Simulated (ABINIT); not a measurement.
MnS:

```
CELL_PARAMETERS angstrom
0.00000 2.47346 2.47346
2.47346 0.00000 2.47346
2.47346 2.47346 0.00000
ATOMIC_POSITIONS crystal
Mn 0.00000 0.00000 0.00000
S 0.75000 0.75000 0.75000
```

The cell is a database's computed one.

Base run:

```yaml
Program: ABINIT 10.8.3 (patched build)
Functional: PBE
Potentials_or_basis: JTH PAW PBE v2.0
Cutoff: 707 eV
k_mesh: 9 × 9 × 9
Occupations: fermi-dirac, width 0.05 eV
Spin: collinear spin, ferromagnetic start
Starting_moments: "[4.0, 0.0] μB"
```

Its results: band gap on the k mesh none (metal or under the smearing width); pressure 3.4 GPa; net moment 0.22 μB per cell; site moments Mn +0.21; S -0.00 μB.

**Question.** The run is repeated on the same cell with these changes: functional from PBE to PBEsol; k mesh from 9 × 9 × 9 to 7 × 7 × 7. What comes out?

**Answer.** Band gap on the k mesh none (metal or under the smearing width); pressure -2.3 GPa; net moment -0.27 μB per cell; site moments Mn -0.25; S +0.00 μB.

Several settings changed at once, so the effect can't be laid on one alone.

Caveats: the moment fell far below its start of 4 μB, so a state of higher moment may lie lower in energy; semilocal functionals often make such compounds metallic where correlation or magnetic order opens a gap, which also shifts bond lengths; the PAW data sets were made with another functional, which shifts forces and pressure a little (some runs).
